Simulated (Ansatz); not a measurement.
Set up this calculation in Ansatz 0.2.0, as the native input.

```yaml
Task: single point
Functional: PBE
Potentials_or_basis: all-electron LAPW, scalar-relativistic
Cutoff: 279 eV (chosen from the basis error)
Basis_error_allowed: 0.001 eV/atom
k_mesh: 9 × 9 × 9
Occupations: gaussian, width 0.028 eV
Spin: collinear spin, ferromagnetic start
Starting_moments: "[2.0, 1.0] μB"
```

Crystal: TiCo.

```xyz
2
Lattice="2.9861 0.0000 0.0000 0.0000 2.9861 0.0000 0.0000 0.0000 2.9861" Properties=species:S:1:pos:R:3 pbc="T T T"
Co    1.4931    1.4931    1.4931
Ti    0.0000    0.0000    0.0000
```

The cell comes from a database or a generator and needn't be the stable form of this composition.

These files were run (other wordings do the same):

input.yaml

```yaml
crystal:
  lattice:
    - [2.98611099, 0.0, 0.0]
    - [0.0, 2.98611099, 0.0]
    - [0.0, 0.0, 2.98611099]
  atoms:
    - { symbol: Co, position: [0.5, 0.5, 0.5], spin: 2.0 }
    - { symbol: Ti, position: [0.0, 0.0, 0.0], spin: 1.0 }
kpoints:
  mp_grid: { grid: [9, 9, 9] }
scf:
  occupations: { method: gaussian, width: 0.028 }
hamiltonian:
  xc: pbe
  pseudopotentials: { kind: all_electron, lapw: { basis_error: 0.001 } }
magnetization:
  spin_polarized: true
output:
  forces: true
  stress: true
  eigenvalues: true
```

Potentials or basis: all-electron LAPW, scalar-relativistic.

Command:

```bash
$ ansatz run input.yaml --threads 2 --pin off --max-ram 6144MiB --backend cpu --events-out ev --progress --plain --runs-dir out
```

It gave:

The pressure is -0.5 GPa, the band gap on the k mesh is none (metal or under the smearing width) and the net moment is 0.84 μB per cell. The absolute moment is 1.09 μB per cell and the site moments are Co +0.95; Ti -0.05 μB.

It took 11 s on 2 threads of Arm Neoverse V1, on a shared host, peak memory 0.41 GiB.
